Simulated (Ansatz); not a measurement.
Molecular dynamics on a 2×2×2 supercell (16 atoms) of RbBr (rocksalt), relaxed with r2SCAN. Forces come from r2SCAN in the plane-wave code Ansatz: Langevin thermostat and barostat (NPT), 300 K, steps of 2 fs. Classical nuclei, no spin polarisation; a few dozen steps show the first response, not equilibrium.

```yaml
crystal:
  lattice:
    - [0.0, 6.9216522145, 6.9216522145]
    - [6.9216522145, 0.0, 6.9216522145]
    - [6.9216522145, 6.9216522145, 0.0]
  atoms:
    - { symbol: Rb, position: [0.0, 0.0, 0.0] }
    - { symbol: Br, position: [0.25, 0.25, 0.25] }
    - { symbol: Rb, position: [0.0, 0.0, 0.5] }
    - { symbol: Br, position: [0.25, 0.25, 0.75] }
    - { symbol: Rb, position: [0.0, 0.5, 0.0] }
    - { symbol: Br, position: [0.25, 0.75, 0.25] }
    - { symbol: Rb, position: [0.0, 0.5, 0.5] }
    - { symbol: Br, position: [0.25, 0.75, 0.75] }
    - { symbol: Rb, position: [0.5, 0.0, 0.0] }
    - { symbol: Br, position: [0.75, 0.25, 0.25] }
    - { symbol: Rb, position: [0.5, 0.0, 0.5] }
    - { symbol: Br, position: [0.75, 0.25, 0.75] }
    - { symbol: Rb, position: [0.5, 0.5, 0.0] }
    - { symbol: Br, position: [0.75, 0.75, 0.25] }
    - { symbol: Rb, position: [0.5, 0.5, 0.5] }
    - { symbol: Br, position: [0.75, 0.75, 0.75] }
kpoints:
  mp_grid: { grid: [2, 2, 2] }
hamiltonian:
  xc: r2scan
scf:
  occupations: { method: fermi_dirac, width: 0.026 }
md:
  ensemble: npt_langevin
  temperature: 300
  timestep: 2.0
  n_steps: 40
  initial_velocities: maxwell_boltzmann
  seed: 6947
```

Command: `ansatz run input.yaml --threads 4 --pin off --max-ram 3686MiB --backend cpu --events-out ev --progress --plain --runs-dir out`. It ended after 7.6 min on 4 threads of Arm Neoverse V2, with other jobs on the host; peak host memory 3.1 GiB.

```csv
step,t (fs),T (K),free energy F from step 0 (meV/atom),kinetic energy (meV/atom),pressure (GPa),volume (Å³/atom),largest force (eV/Å)
0,0,281,0.0,36.4,0.12,41.45,0.00
1,2,272,0.0,35.1,0.11,41.46,0.02
2,4,279,0.1,36.0,0.11,41.49,0.03
3,6,280,0.2,36.2,0.10,41.52,0.05
4,8,277,0.4,35.8,0.09,41.56,0.06
5,10,271,0.7,35.1,0.08,41.60,0.07
6,12,263,1.0,34.0,0.07,41.64,0.09
7,14,273,1.3,35.2,0.06,41.67,0.10
8,16,267,1.7,34.5,0.05,41.71,0.12
9,18,276,2.2,35.6,0.05,41.75,0.13
10,20,280,2.7,36.2,0.04,41.79,0.15
11,22,283,3.2,36.6,0.04,41.83,0.16
12,24,282,3.8,36.5,0.04,41.86,0.18
13,26,278,4.4,35.9,0.03,41.90,0.19
14,28,266,5.1,34.4,0.02,41.93,0.21
15,30,247,5.8,32.0,0.02,41.96,0.23
16,32,247,6.6,31.9,0.01,42.01,0.24
17,34,248,7.3,32.0,0.00,42.08,0.25
18,36,242,8.1,31.3,-0.02,42.15,0.26
19,38,237,8.9,30.6,-0.03,42.24,0.27
20,40,268,9.8,34.6,-0.04,42.32,0.29
21,42,277,10.8,35.8,-0.05,42.41,0.30
22,44,265,11.8,34.2,-0.07,42.49,0.31
23,46,249,12.8,32.2,-0.09,42.57,0.33
24,48,260,13.8,33.6,-0.10,42.67,0.34
25,50,222,14.8,28.7,-0.13,42.75,0.36
26,52,211,15.7,27.3,-0.14,42.82,0.37
27,54,200,16.5,25.9,-0.15,42.89,0.38
28,56,222,17.4,28.7,-0.15,42.95,0.39
29,58,208,18.2,26.9,-0.17,43.02,0.40
30,60,206,19.0,26.6,-0.18,43.09,0.41
31,62,185,19.7,23.9,-0.20,43.16,0.41
32,64,179,20.4,23.1,-0.22,43.24,0.42
```

The temperature goes from 281 K to 179 K in 64 fs. The thermostat hasn't had time to restore it. The atoms start on their lattice sites with kinetic energy alone, so much of it first passes into potential energy. The job's limit cut the run after 32 of 40 steps.

Positions (Å) and forces (eV/Å) at step 32:
```
cell (Å): 0.000 7.020 7.020; 7.020 0.000 7.020; 7.020 7.020 0.000
Rb   0.025  -0.146  -0.161    -0.045   0.224   0.105
Br   3.489   3.401   3.649     0.016   0.141  -0.330
Rb   3.360   3.467  -0.020     0.224   0.057   0.072
Br   7.085   7.108   3.636    -0.215  -0.061  -0.246
Rb   3.361  -0.040   3.432     0.267  -0.048   0.019
Br   7.065   3.626   7.141    -0.166  -0.243  -0.116
Rb   6.909   3.629   3.483     0.139  -0.143   0.043
Br  10.483   7.011   6.819     0.209  -0.016   0.207
Rb   0.058   3.547   3.557    -0.149   0.012   0.011
Br   3.593   7.054   7.058    -0.080  -0.081  -0.096
Rb   3.565   7.009   3.582     0.020   0.065  -0.116
Br   7.050  10.554   7.050    -0.045  -0.060  -0.018
Rb   3.552   3.529   6.871    -0.014  -0.058   0.413
Br   7.192   7.057  10.459    -0.138  -0.003   0.052
Rb   7.132   6.944   6.976    -0.110   0.224   0.161
Br  10.411  10.514  10.640     0.086  -0.010  -0.160
```
